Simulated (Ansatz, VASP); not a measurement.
# Cross-check of AlN between VASP and Ansatz

Aim: how closely do two programs agree when they are given the same cell, functional and k mesh? The cell is taken from a series of VASP runs on this material, whose earlier steps may have relaxed, scaled or displaced it; both programs get it as it stands.

Program: Ansatz 0.2.0. Level of theory: plane waves, with VASP 6.6.1 beside it; band structure at HSE06. Results are calculated unless marked as measured.

### Step 1. Set-up

Symmetry: P6_3mc, No. 186, hexagonal system. Conventional cell: a = 3.106 Å, b = 3.106 Å, c = 4.974 Å, α = 90.00°, β = 90.00°, γ = 120.00°. Nearest to Al lie 4 N at 1.89 to 1.90 Å. Nearest to N lie 4 Al at 1.89 to 1.90 Å. Farther neighbours and most contacts between anions are not listed.

As a file:

```cif
data_structure
_symmetry_space_group_name_H-M 'P6_3mc'
_symmetry_Int_Tables_number 186
_cell_length_a 3.1057
_cell_length_b 3.1057
_cell_length_c 4.9739
_cell_angle_alpha 90.000
_cell_angle_beta 90.000
_cell_angle_gamma 120.000
_cell_volume 41.55
loop_
_atom_site_label
_atom_site_type_symbol
_atom_site_symmetry_multiplicity
_atom_site_Wyckoff_symbol
_atom_site_fract_x
_atom_site_fract_y
_atom_site_fract_z
_atom_site_occupancy
Al1 Al 2 b 0.66667 0.33333 0.00007 1
N1 N 2 b 0.66667 0.33333 0.38193 1
```

### Step 2. VASP: band structure, HSE06

The same path points are solved in both programs, so levels can be compared one by one.

Lines of VASP's logs that name or quote its potential files are left out, and so is its time.

The run reads the wave functions of an earlier VASP run, which isn't shown here.

INCAR

```
SYSTEM = AlN
PREC = Accurate
ENCUT = 520
EDIFF = 1E-06
NELM = 100
ISMEAR = 0
SIGMA = 0.05
LREAL = .FALSE.
ALGO = Normal
LHFCALC = .TRUE.
AEXX = 0.25
GGA = PE
HFSCREEN = 0.2
LASPH = .TRUE.
NBANDS = 14
PRECFOCK = Fast
LORBIT = 11
LWAVE = .FALSE.
LCHARG = .FALSE.
KPAR = 4
```

POSCAR

```
AlN
1.0
    3.1057024824      0.0000000000      0.0000000000
   -1.5528512412      2.6896172464      0.0000000000
    0.0000000000      0.0000000000      4.9738875170
Al N
2 2
Direct
    0.6666666667      0.3333333333      0.0000683508
    0.3333333333      0.6666666667      0.5000683508
    0.6666666667      0.3333333333      0.3819316492
    0.3333333333      0.6666666667      0.8819316492
```

KPOINTS

```
Automatic mesh
0
Gamma
5 5 3
0 0 0
```

KPOINTS_OPT

```
Line mode
6
Line-mode
Reciprocal
  0.00000000   0.00000000   0.00000000 GAMMA
  0.50000000   0.00000000   0.00000000 M

  0.50000000   0.00000000   0.00000000 M
  0.33333333   0.33333333   0.00000000 K

  0.33333333   0.33333333   0.00000000 K
  0.00000000   0.00000000   0.00000000 GAMMA

  0.00000000   0.00000000   0.00000000 GAMMA
  0.00000000   0.00000000   0.50000000 A

  0.00000000   0.00000000   0.50000000 A
  0.50000000   0.00000000   0.50000000 L

  0.50000000   0.00000000   0.50000000 L
  0.33333333   0.33333333   0.50000000 H

  0.33333333   0.33333333   0.50000000 H
  0.00000000   0.00000000   0.50000000 A

  0.50000000   0.00000000   0.50000000 L
  0.50000000   0.00000000   0.00000000 M

  0.33333333   0.33333333   0.00000000 K
  0.33333333   0.33333333   0.50000000 H
```

PAW data sets: Al and N (PBE family, release 64).

On the command line:

```sh
$ mpirun -np 4 vasp_std
```

Numbers of over 12 decimals in the logs are rounded to 6 here.

Log:

```text
[banner, memory and clock lines left out]
running    4 mpi-ranks, on    1 nodes
 distrk:  each k-point on    1 cores,    4 groups
 distr:  one band on    1 cores,    1 groups

 POSCAR found type information on POSCAR AlN
 POSCAR found :  2 types and       4 ions
 LDA part: xc-table for (Slater+PW92), standard interpolation
 found WAVECAR, reading the header
 POSCAR, INCAR and KPOINTS ok, starting setup
 FFT: planning ... GRIDC
 FFT: planning ... GRID_SOFT
 FFT: planning ... GRID
 reading WAVECAR
 the WAVECAR file was read successfully
 initial charge from wavefunction
 entering main loop
       N       E                     dE             d eps       ncg     rms          rms(c)
DAV:   1    -0.349596203202E+02   -0.34960E+02   -0.48161E-01   348   0.615E+00    0.962E+00
DAV:   2    -0.349562711172E+02    0.33492E-02   -0.10306E-02   334   0.932E-01    0.613E+00
DAV:   3    -0.349557357505E+02    0.53537E-03   -0.45671E-03   358   0.496E-01    0.375E+00
DAV:   4    -0.349558507635E+02   -0.11501E-03   -0.25134E-04   364   0.123E-01    0.219E+00
DAV:   5    -0.349557988345E+02    0.51929E-04   -0.48061E-05   392   0.552E-02    0.126E+00
DAV:   6    -0.349557934727E+02    0.53618E-05   -0.19056E-05   364   0.338E-02    0.736E-01
DAV:   7    -0.349557922806E+02    0.11921E-05   -0.85860E-07   278   0.852E-03    0.439E-01
DAV:   8    -0.349557918384E+02    0.44215E-06   -0.65116E-07   254   0.679E-03
   1 F= -.34955792E+02 E0= -.34955792E+02  d E =-.262720E-14
 Start KPOINTS_OPT (optional k-point list driver)
k-point batch [1-10\54]
       N       E                     dE             ncg
DAV:   1     0.741074668803E+03   -0.37679E+04      280
DAV:   2    -0.255335551155E+01   -0.74363E+03      354
DAV:   3    -0.693379704446E+02   -0.66785E+02      352
DAV:   4    -0.704171143940E+02   -0.10791E+01      364
DAV:   5    -0.704286537392E+02   -0.11539E-01      396
DAV:   6    -0.704288724716E+02   -0.21873E-03      362
DAV:   7    -0.704288779321E+02   -0.54605E-05      316
DAV:   8    -0.704288781075E+02   -0.17538E-06      266
[...]
k-point batch [51-54\54]
       N       E                     dE             ncg
DAV:   1     0.430170664918E+04   -0.26844E+04      112
DAV:   2     0.401690529586E+04   -0.28480E+03      136
DAV:   3     0.399377554884E+04   -0.23130E+02      154
DAV:   4     0.399335153700E+04   -0.42401E+00      148
DAV:   5     0.399334626098E+04   -0.52760E-02      148
DAV:   6     0.399334616929E+04   -0.91693E-04      152
DAV:   7     0.399334616790E+04   -0.13917E-05      120
DAV:   8     0.399334616786E+04   -0.39795E-07      104
```

Parts of OUTCAR (step 2):

```text
ion  position               nearest neighbor table
   1  0.667  0.333  0.000-   4 1.89   4 1.89   4 1.89   3 1.90   2 3.07   2 3.07   2 3.07   2 3.07
                             2 3.07   2 3.07
   2  0.333  0.667  0.500-   3 1.89   3 1.89   3 1.89   4 1.90   1 3.07   1 3.07   1 3.07   1 3.07
                             1 3.07   1 3.07
   3  0.667  0.333  0.382-   2 1.89   2 1.89   2 1.89   1 1.90
   4  0.333  0.667  0.882-   1 1.89   1 1.89   1 1.89   2 1.90

  LATTYP: Found a hexagonal cell.
 ALAT       =     3.1057024824
 C/A-ratio  =     1.6015338060

 Subroutine GETGRP returns: Found 12 space group operations
 (whereof  6 operations were pure point group operations)

The static configuration has the point symmetry C_3v.
 The point group associated with its full space group is C_6v.

 Found     10 irreducible k-points:

   k-points           NKPTS =     10   k-points in BZ     NKDIM =     75   number of bands    NBANDS=     14

   dimension x,y,z NGX =    24 NGY =   24 NGZ =   40
   dimension x,y,z NGXF=    48 NGYF=   48 NGZF=   80

   ENCUT  =  520.0 eV  38.22 Ry    6.18 a.u.   5.77  5.77  9.25*2*pi/ulx,y,z

   NELECT =      16.0000    total number of electrons

 k-points in reciprocal lattice and weights: Automatic mesh
   0.00000000  0.00000000  0.00000000       0.013
   0.20000000  0.00000000  0.00000000       0.080
   0.40000000 -0.00000000  0.00000000       0.080
   0.20000000  0.20000000  0.00000000       0.080
   0.40000000  0.20000000  0.00000000       0.080
   0.00000000  0.00000000  0.33333333       0.027
   0.20000000  0.00000000  0.33333333       0.160
   0.40000000 -0.00000000  0.33333333       0.160
   0.20000000  0.20000000  0.33333333       0.160
   0.40000000  0.20000000  0.33333333       0.160

  exchange ACFDT corr.  =         0.00000000  see jH, gK, PRB 81, 115126

 average (electrostatic) potential at core
       1 -67.6309       2 -67.6309       3 -54.8168       4 -54.8168

 E-fermi :   5.5408

 k-point     1 :       0.0000    0.0000    0.0000
  band No.  band energies     occupation
    ...
      4       4.3204      2.00000
      5       4.3204      2.00000
      6       5.0460      2.00000
      7       5.0460      2.00000
      8       5.2874      2.00000
      9      10.9137      0.00000
     10      13.4796      0.00000
     11      17.8192      0.00000
     12      18.1097      0.00000
     13      18.1097      0.00000
    ...

 k-point     2 :       0.2000    0.0000    0.0000
  band No.  band energies     occupation
    ...
      4       2.2955      2.00000
      5       3.2592      2.00000
      6       3.7528      2.00000
      7       4.9057      2.00000
      8       4.9994      2.00000
      9      12.5870      0.00000
     10      14.6800      0.00000
     11      15.6100      0.00000
     12      16.7319      0.00000
     13      18.9770      0.00000
    ...

 k-point     3 :       0.4000   -0.0000    0.0000
  band No.  band energies     occupation
    ...
      4       1.0149      2.00000
      5       1.1407      2.00000
      6       3.0715      2.00000
      7       3.8672      2.00000
      8       4.5706      2.00000
      9      12.6959      0.00000
     10      12.8404      0.00000
     11      15.0080      0.00000
     12      17.3774      0.00000
     13      18.0193      0.00000
    ...

  energy-cutoff  :      520.00
  volume of cell :       41.55
      direct lattice vectors                 reciprocal lattice vectors
     3.105702482  0.000000000  0.000000000     0.321988344  0.185900057  0.000000000
    -1.552851241  2.689617246  0.000000000     0.000000000  0.371800114  0.000000000
     0.000000000  0.000000000  4.973887517     0.000000000  0.000000000  0.201049983

 POSITION                                       TOTAL-FORCE (eV/Angst)
 -----------------------------------------------------------------------------------
      1.55285      0.89654      0.00034        -0.000000      0.000000      0.000358
     -0.00000      1.79308      2.48728         0.000000     -0.000000      0.000358
      1.55285      0.89654      1.89969         0.000000      0.000000     -0.000358
     -0.00000      1.79308      4.38663        -0.000000     -0.000000     -0.000358
 -----------------------------------------------------------------------------------
    total drift:                                0.000000      0.000000     -0.000497

  FREE ENERGIE OF THE ION-ELECTRON SYSTEM (eV)
  ---------------------------------------------------
  free  energy   TOTEN  =       -34.9557918384 eV

  energy  without entropy=      -34.9557918384  energy(sigma->0) =      -34.95579184

 total charge
# of ion       s       p       d       tot
------------------------------------------
    1        0.421   0.459   0.000   0.880
    2        0.421   0.459   0.000   0.880
    3        1.222   2.657   0.000   3.880
    4        1.222   2.657   0.000   3.880
--------------------------------------------------
tot          3.287   6.232   0.000   9.519

[... 3 further parts left out ...]
```

(Continued in part 2 of 2.)

[Lines on the potential files, build, host, timing and source positions are cut from VASP's logs without a mark.]

[Logs are printed without paths, hosts, clocks, repeated set-up lines and the standing remarks that a program may print on its own settings, such as how far it seeks lower states.]

[Hosts, paths, dates, database ids (printed as entryN), source tags and the programs' standing remarks are cut or masked in the printed files.]
